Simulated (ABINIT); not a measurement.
Crystal: C.

```
C
1.0
     0.00000    1.78337    1.78337
     1.78337    0.00000    1.78337
     1.78337    1.78337    0.00000
C
2
Cartesian
  2.6751 2.6751 2.6751
  1.7834 1.7834 1.7834
```

This isn't the form of C at room conditions, which is graphite.

Base run:

- Program: ABINIT 10.8.3 (patched build)
- Functional: SCAN
- Potentials or basis: JTH PAW PBE v2.0
- Cutoff: 626 eV
- k mesh: 13 × 13 × 13
- Occupations: fermi-dirac, width 0.05 eV
- Spin: no spin polarisation

Its results: band gap on the k mesh 4.46 eV, indirect (least direct gap 6.05 eV); pressure 1.3 GPa.

Task: The run is repeated on the same cell with these changes: functional from SCAN to AM05. What comes out?

Result: Band gap on the k mesh 4.02 eV, indirect (least direct gap 5.52 eV); pressure -6.6 GPa.

SCAN gives the wider gap, since meta-GGAs in the generalised Kohn-Sham scheme recover part of the derivative discontinuity.

Caveats: the PAW data sets were made with another functional, which shifts forces and pressure a little; an odd mesh through Γ misses points on the zone boundary, where band edges often lie; the atomic spheres overlap.
